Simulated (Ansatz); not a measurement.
**HfB: do energies and stresses tell the same story?**

Method: Ansatz, DFT PBE, scalar-relativistic, plane waves, PAW.

Plane waves to 420 eV, a k mesh through Γ of 16×16×16 on the computed 2-atom cell and Gaussian smearing (0.10 eV); no spin polarisation.

Relaxed cell: Fm-3m, a = 4.834 Å, b = 4.834 Å, c = 4.834 Å, α = 90.00°, β = 90.00°, γ = 90.00°, 2 atoms in the primitive cell. Whether it is the stable form of this composition wasn't checked.

Energies at zero smearing and pressures from the stress tensor, at volumes with shape and atoms relaxed:
| V (Å³/atom) | E − E(first) (meV/atom) | P (GPa) |
| --- | --- | --- |
| 13.271 | 0.00 | 11.81 |
| 13.695 | -22.62 | 5.47 |
| 14.118 | -29.65 | 0.00 |
| 14.542 | -23.20 | -4.73 |
| 14.965 | -5.10 | -8.83 |

Problem. Check P = −dE/dV between neighbouring volumes, and get the bulk modulus from the pressures alone.

Solution. With 1 eV/Å³ = 160.2 GPa:
```
middle V (Å³/atom)  −ΔE/ΔV (GPa) mean P (GPa)
            13.483         8.557         8.641
            13.906         2.659         2.736
            14.330        -2.439        -2.368
            14.753        -6.847        -6.782
```

The two differ by 0.08 GPa at most. The mean of two end pressures misses the average over a step by about ΔV² P″/12, up to 0.08 GPa here; with that taken off 0.02 GPa remains. Around V = 14.118 Å³/atom, the two neighbours give B = −V ΔP/ΔV = 14.118 × 10.21 / 0.847 = 170.1 GPa, against B0 = 169.7 GPa from the Birch–Murnaghan fit of the energies.

Spin–orbit coupling is left out, which can shift energies with elements as heavy as these.